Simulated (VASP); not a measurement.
# InSe (P6_3/mmc) in VASP: notebook, part 2 of 2

VASP 6.6.1. Earlier steps stand in the parts before.

## Step 4: Relaxation of cell and atoms, PBE+D3(BJ)

The input, INCAR:

```
  PREC = Accurate
  ENCUT = 600
  EDIFF = 1E-6
  ISMEAR = 0
  SIGMA = 0.03
  LREAL = F
  LASPH = T
  NELM = 80
  ALGO = Normal
  ISIF = 3
  LWAVE = F
  LCHARG = F
  GGA = PE
  IVDW = 12
  IBRION = 2
  NSW = 90
  EDIFFG = -0.01
  KPAR = 2
```

The input, KPOINTS:

```
Automatic mesh
0
Gamma
  9 9 2
```

The input, POSCAR:

```
InSe
1.0
    4.0500000000      0.0000000000      0.0000000000
   -2.0250000000      3.5074028853      0.0000000000
    0.0000000000      0.0000000000     16.9300000000
In Se
4 4
Direct
    0.3333333333      0.6666666667      0.1570000000
    0.6666666667      0.3333333333      0.6570000000
    0.3333333333      0.6666666667      0.3430000000
    0.6666666667      0.3333333333      0.8430000000
    0.3333333333      0.6666666667      0.6020000000
    0.6666666667      0.3333333333      0.1020000000
    0.3333333333      0.6666666667      0.8980000000
    0.6666666667      0.3333333333      0.3980000000
```

Potentials or basis: VASP PAW PBE potentials, release 64 (In_d, Se).

Launch:

```
> cat potpaw_PBE.64/In_d/POTCAR potpaw_PBE.64/Se/POTCAR > POTCAR
> mpirun -np 2 vasp_std > vasp.out
```

Run time: 25 min. Hardware: 2 MPI ranks of Intel Xeon Platinum 8488C (Sapphire Rapids), shared host; peak memory 0.56 GiB.

Results (log left out):

* Free energy: -30.6951 eV
* Relaxed volume: 29.51 Å³/atom
* Relaxed cell: a = 4.033 Å, b = 4.033 Å, c = 16.757 Å, α = 90.00°, β = 90.00°, γ = 120.00°
* Space group after relaxing (to 0.05 Å): P6_3/mmc (No. 194)
* Energy gained by relaxing: 235.5 meV/atom
* Ionic steps: 21
* Pressure after relaxing: 0.0 GPa
* Largest force after relaxing: 0.007 eV/Å
* Band gap on the k mesh: 0.35 eV, direct
* Dispersion energy per atom: -0.297 eV

Forces in eV/Å, atoms in the order of the input:
```
In   0.000  0.000 -0.002
In   0.000  0.000 -0.002
In   0.000  0.000  0.002
In   0.000  0.000  0.002
Se   0.000  0.000  0.007
Se   0.000  0.000  0.007
Se   0.000  0.000 -0.007
Se   0.000  0.000 -0.007
```

Step by step:
| step | energy change (eV) | largest force (eV/Å) | pressure (GPa) | volume (Å³) |
| --- | --- | --- | --- | --- |
| 1 | 0.0000 | 2.9070 | 5.96 | 240.49 |
| 2 | -1.1000 | 0.2693 | -4.41 | 280.98 |
| 3 | -1.3896 | 0.8298 | -2.17 | 266.69 |
| 4 | -1.6667 | 0.3208 | -1.19 | 254.23 |
| 5 | -1.7214 | 0.2780 | -0.30 | 246.46 |
| 6 | -1.8289 | 0.3119 | 0.48 | 240.32 |
| 7 | -1.8499 | 0.3315 | 1.09 | 236.15 |
| 8 | -1.8674 | 0.1210 | -0.64 | 241.08 |
| 9 | -1.8775 | 0.0468 | -0.01 | 239.23 |
| 10 | -1.8775 | 0.0523 | 0.00 | 239.17 |
| 11 | -1.8785 | 0.0415 | -0.02 | 239.09 |
| 12 | -1.8787 | 0.0737 | -0.04 | 239.03 |
| 13 | -1.8794 | 0.0641 | -0.03 | 238.81 |
| 14 | -1.8811 | 0.0509 | 0.01 | 238.16 |
| 15 | -1.8819 | 0.0736 | 0.11 | 236.84 |
| 16 | -1.8829 | 0.0475 | 0.03 | 236.93 |
| 17 | -1.8833 | 0.0253 | -0.11 | 237.07 |
| 18 | -1.8834 | 0.0236 | -0.09 | 237.05 |
| 19 | -1.8839 | 0.0262 | -0.04 | 236.61 |
| 20 | -1.8842 | 0.0291 | 0.05 | 235.94 |
| 21 | -1.8843 | 0.0068 | -0.01 | 236.05 |

Final structure:
```
In Se
1.0
     4.03306    0.00000    0.00000
    -2.01653    3.49273    0.00000
     0.00000    0.00000   16.75718
In Se
4 4
Direct
  0.33333 0.66667 0.16664
  0.66667 0.33333 0.66664
  0.33333 0.66667 0.33336
  0.66667 0.33333 0.83336
  0.33333 0.66667 0.58971
  0.66667 0.33333 0.08971
  0.33333 0.66667 0.91029
  0.66667 0.33333 0.41029
```

Levels at points of the mesh, in eV from the valence-band top:
```
           k point  band 36  band 37  band 38  band 39  band 40  band 41
(0.00, 0.00, 0.00)    -1.09    -1.09     0.00     0.35     1.74     2.12
(0.00, 0.00, 0.50)    -1.12    -0.92    -0.92     1.22     1.22     2.13
```

Caveat: spin-orbit coupling is left out, which moves the levels of the heavy elements. A hybrid or GW would open this gap; PBE tends to underestimate it.

## Step 5: Relaxation of cell and atoms, PBE+D3(BJ)

This run uses another cell than the first one, of 29.51 Å³/atom, 0.982 times its volume.

Changes to INCAR since step 4:

```diff
@@ -2,3 +2,3 @@
   ENCUT = 600
-  EDIFF = 1E-6
+  EDIFF = 1E-7
   ISMEAR = 0
@@ -16,3 +16,3 @@
   NSW = 90
-  EDIFFG = -0.01
+  EDIFFG = -0.005
   KPAR = 2
```

KPOINTS is that of step 4.

The input, POSCAR:

```
InSe                                    
1.0
    4.0330618643      0.0000000000      0.0000000000
   -2.0165309321      3.4927340295      0.0000000000
    0.0000000000      0.0000000000     16.7571758662
  In              Se            
     4     4
Direct
     0.3333333332999970    0.6666666667000030    0.1666362059978710
     0.6666666667000030    0.3333333332999970    0.6666362059978709
     0.3333333332999970    0.6666666667000030    0.3333637940021291
     0.6666666667000030    0.3333333332999970    0.8333637940021290
     0.3333333332999970    0.6666666667000030    0.5897063221648718
     0.6666666667000030    0.3333333332999970    0.0897063221648718
     0.3333333332999970    0.6666666667000030    0.9102936778351282
     0.6666666667000030    0.3333333332999970    0.4102936778351282
```

Potentials or basis: VASP PAW PBE potentials, release 64 (In_d, Se).

Launch:

```
> cat potpaw_PBE.64/In_d/POTCAR potpaw_PBE.64/Se/POTCAR > POTCAR
> mpirun -np 2 vasp_std > vasp.out
```

OUTCAR:

```text
PREC = Accurate
   ENCUT = 600
   EDIFF = 1E-7
   ISMEAR = 0
   LREAL = F
   LASPH = T
   NELM = 80
   ISIF = 3
   GGA = PE
   IVDW = 12
   IBRION = 2
   NSW = 90
   EDIFFG = -0.005
 IVDW          = 12

 ion  position               nearest neighbor table
   1  0.333  0.667  0.167-   6 2.66   6 2.66   6 2.66   3 2.79
   2  0.667  0.333  0.667-   5 2.66   5 2.66   5 2.66   4 2.79
   3  0.333  0.667  0.333-   8 2.66   8 2.66   8 2.66   1 2.79
   4  0.667  0.333  0.833-   7 2.66   7 2.66   7 2.66   2 2.79
   5  0.333  0.667  0.590-   2 2.66   2 2.66   2 2.66
   6  0.667  0.333  0.090-   1 2.66   1 2.66   1 2.66
   7  0.333  0.667  0.910-   4 2.66   4 2.66   4 2.66
   8  0.667  0.333  0.410-   3 2.66   3 2.66   3 2.66

  LATTYP: Found a hexagonal cell.
 ALAT       =     4.0330618643
 C/A-ratio  =     4.1549513571

  Lattice vectors:

 A1 = (   4.0330618643,   0.0000000000,   0.0000000000)
 A2 = (  -2.0165309321,   3.4927340295,   0.0000000000)
 A3 = (   0.0000000000,   0.0000000000,  16.7571758662)
[... 251 lines left out ...]
 fundamental gap:      0.3537359336
 Fermi energy:         4.1785541580

 k-point     1 :       0.0000    0.0000    0.0000
  band No.  band energies     occupation
      1     -10.7725      2.00000
      2     -10.7717      2.00000
      3     -10.5876      2.00000
      4     -10.5876      2.00000
      5     -10.5872      2.00000
      6     -10.5872      2.00000
[... 1141 lines left out ...]
     44       7.4263      0.00000
     45       8.3218      0.00000

------------------------ aborting loop because EDIFF is reached ----------------------------------------

 Edisp (eV)   -2.37433

 E8    (eV) :    -1.0879

  FORCE on cell =-STRESS in cart. coord.  units (eV):
  Direction    XX          YY          ZZ          XY          YZ          ZX
  --------------------------------------------------------------------------------------
  -------------------------------------------------------------------------------------
  Total       0.00982     0.00982     0.01559     0.00000    -0.00000     0.00000
  in kB       0.06664     0.06664     0.10582     0.00000    -0.00000     0.00000
  external pressure =        0.08 kB  Pullay stress =        0.00 kB

 VOLUME and BASIS-vectors are now :
 -----------------------------------------------------------------------------
  energy-cutoff  :      600.00
  volume of cell :      236.00
      direct lattice vectors                 reciprocal lattice vectors
     4.032594088 -0.000000000  0.000000000     0.247979335  0.143170936  0.000000000
    -2.016297044  3.492328924  0.000000000     0.000000000  0.286341872  0.000000000
     0.000000000 -0.000000000 16.757886318     0.000000000  0.000000000  0.059673397

 POSITION                                       TOTAL-FORCE (eV/Angst)
 -----------------------------------------------------------------------------------
     -0.00000      2.32822      2.79240        -0.000000     -0.000000      0.003770
      2.01630      1.16411     11.17134         0.000000     -0.000000      0.003770
     -0.00000      2.32822      5.58655        -0.000000      0.000000     -0.003770
      2.01630      1.16411     13.96549         0.000000      0.000000     -0.003770
     -0.00000      2.32822      9.88256         0.000000      0.000000      0.002781
      2.01630      1.16411      1.50362         0.000000     -0.000000      0.002781
     -0.00000      2.32822     15.25427         0.000000      0.000000     -0.002781
      2.01630      1.16411      6.87533         0.000000     -0.000000     -0.002781
 -----------------------------------------------------------------------------------
    total drift:                               -0.000000      0.000000      0.000000

  FREE ENERGIE OF THE ION-ELECTRON SYSTEM (eV)
  ---------------------------------------------------
  free  energy   TOTEN  =       -30.6948693894 eV

  energy  without entropy=      -30.6948693894  energy(sigma->0) =      -30.69486939

 reached required accuracy - stopping structural energy minimisation
```

CONTCAR:

```text
InSe
   1.00000000000000
     4.0325940882832363   -0.0000000000000067    0.0000000000000000
    -2.0162970440916297    3.4923289235862116    0.0000000000000000
     0.0000000000000000   -0.0000000000000000   16.7578863180533197
  In              Se
     4     4
Direct
     0.3333333332999970    0.6666666667000030    0.1666317070947020
     0.6666666667000030    0.3333333332999970    0.6666317070947020
     0.3333333332999970    0.6666666667000030    0.3333682929052980
     0.6666666667000030    0.3333333332999970    0.8333682929052980
     0.3333333332999970    0.6666666667000030    0.5897259163387023
     0.6666666667000030    0.3333333332999970    0.0897259163387023
     0.3333333332999970    0.6666666667000030    0.9102740836612977
     0.6666666667000030    0.3333333332999970    0.4102740836612977

  0.00000000E+00  0.00000000E+00  0.00000000E+00
  0.00000000E+00  0.00000000E+00  0.00000000E+00
  0.00000000E+00  0.00000000E+00  0.00000000E+00
  0.00000000E+00  0.00000000E+00  0.00000000E+00
  0.00000000E+00  0.00000000E+00  0.00000000E+00
  0.00000000E+00  0.00000000E+00  0.00000000E+00
  0.00000000E+00  0.00000000E+00  0.00000000E+00
  0.00000000E+00  0.00000000E+00  0.00000000E+00
```

Run time: 3 min. Hardware: 2 MPI ranks of Intel Xeon Platinum 8488C (Sapphire Rapids), shared host; peak memory 0.54 GiB.

What came out:

| Item | Value |
| --- | --- |
| Free energy | -30.6949 eV |
| Relaxed volume | 29.50 Å³/atom |
| Relaxed cell | a = 4.033 Å, b = 4.033 Å, c = 16.758 Å, α = 90.00°, β = 90.00°, γ = 120.00° |
| Space group after relaxing (to 0.05 Å) | P6_3/mmc (No. 194) |
| Energy gained by relaxing | 0.0 meV/atom |
| Ionic steps | 2 |
| Pressure after relaxing | 0.0 GPa |
| Largest force after relaxing | 0.004 eV/Å |
| Band gap on the k mesh | 0.35 eV, direct |
| Dispersion energy per atom | -0.297 eV |

Forces in eV/Å, atoms in the order of the input:
```
In   0.000  0.000  0.004
In   0.000  0.000  0.004
In   0.000  0.000 -0.004
In   0.000  0.000 -0.004
Se   0.000  0.000  0.003
Se   0.000  0.000  0.003
Se   0.000  0.000 -0.003
Se   0.000  0.000 -0.003
```

Final structure:
```yaml
crystal:
  lattice:
    - [4.03259, 0.00000, 0.00000]
    - [-2.01630, 3.49233, 0.00000]
    - [0.00000, 0.00000, 16.75789]
  atoms:
    - { symbol: In, position: [0.33333, 0.66667, 0.16663] }
    - { symbol: In, position: [0.66667, 0.33333, 0.66663] }
    - { symbol: In, position: [0.33333, 0.66667, 0.33337] }
    - { symbol: In, position: [0.66667, 0.33333, 0.83337] }
    - { symbol: Se, position: [0.33333, 0.66667, 0.58973] }
    - { symbol: Se, position: [0.66667, 0.33333, 0.08973] }
    - { symbol: Se, position: [0.33333, 0.66667, 0.91027] }
    - { symbol: Se, position: [0.66667, 0.33333, 0.41027] }
```

Caveat: spin-orbit coupling is left out, which moves the levels of the heavy elements.
